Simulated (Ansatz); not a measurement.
This script makes a check of PAW against all-electron LAPW of SnS₂, space group P-3m1 with Ansatz 0.2.0, Python API.

`paw_lapw.py`:
```python
"""PAW against all-electron LAPW for SnS2."""

import ansatz as az
import numpy as np

XC = "pbe"
KGRID = (6, 6, 4)
OCCUPATIONS = "fixed"


def count_gap(report):
    # lowest empty less highest filled band, counting bands; zero where they overlap
    return max(report.get("gap_by_band_count_ev") or 0.0, 0.0)


def main() -> None:
    crystal = (
        az.Lattice.of([3.639, 0.0, 0.0], [-1.8195, 3.151466, 0.0], [0.0, 0.0, 5.868])
        .atom("Sn", [0.0, 0.0, 0.0])
        .atom("S", [1 / 3, 2 / 3, 0.25])
        .atom("S", [2 / 3, 1 / 3, 0.75])
    )

    base = (
        crystal.calculation()
        .functional(XC)
        .kpoints(*KGRID)  # the mesh must be finer for metals
        .occupations(OCCUPATIONS)
        .stress()  # positive in compression
        .forces()  # eV per angstrom
        .band_table()  # levels at the mesh points
    )
    variants = {
        "PAW": base.pseudopotentials("paw"),
        "LAPW": base.pseudopotentials("all_electron", lapw=True),
    }
    # totals differ by the cores that each treatment holds, so compare what does not depend on them
    rows = []
    for label, variant in variants.items():
        data = variant.run(threads=1, pin="off").report
        levels = np.array(data["eigenvalues_ev"][0]) - data["fermi_energy_ev"]
        print(label, "levels at the first k-point near E_F:", np.round(levels[np.abs(levels) < 5], 3))
        rows.append((label, data["n_electrons"], np.trace(data["stress_gpa"]) / 3, float(np.abs(data["forces_ev_ang"]).max()), count_gap(data)))
    print("     treatment  electrons in bands           P GPa  max force component eV/A  gap by band count eV")
    for row in rows:
        print(f"{str(row[0]):>14s}  {row[1]:18.1f}  {row[2]:14.3f}  {row[3]:24.4f}  {row[4]:20.3f}")


if __name__ == "__main__":
    main()
```

How well do the two treatments of the cores agree on the pressure?

PAW gives 4.318 GPa and LAPW 4.307 GPa, 0.011 GPa apart. They took 1.4 and 11.7 s of processor time.

What the script printed:

```console
$ python paw_lapw.py
DeckWarning: basis.ecutwfc = 420 eV, auto-derived from the records' recommended cutoffs: set by Sn (normal level)
PAW levels at the first k-point near E_F: [-0.659 -0.659 -0.38  -0.38   0.     1.973  3.646]
LAPW levels at the first k-point near E_F: [-0.655 -0.655 -0.376 -0.376  0.     1.981  3.651]
     treatment  electrons in bands           P GPa  max force component eV/A  gap by band count eV
           PAW                26.0           4.318                    0.2436                 1.467
          LAPW                50.0           4.307                    0.2418                 1.471
```
(Warnings from the package without file and line.)

Semilocal gaps usually lie well under measured ones. The computed bands are complete only to about 5.2 eV above the Fermi level. With fixed filling the reported Fermi level is the top filled level among the k-points of the SCF. The structure is a deposited one; some such entries were measured under pressure or heat, so a shift against it needn't be the functional's error alone. Gaps and levels are Kohn-Sham values on a finite set of k-points, without spin-orbit coupling. Pressure is positive in compression; the treatments may keep other shells as core, so totals and counts of electrons can differ. Timing: 14 s on 1 thread of Intel(R) Xeon(R) Processor @ 2.30GHz, with other jobs on the host, peak memory 0.62 GiB.
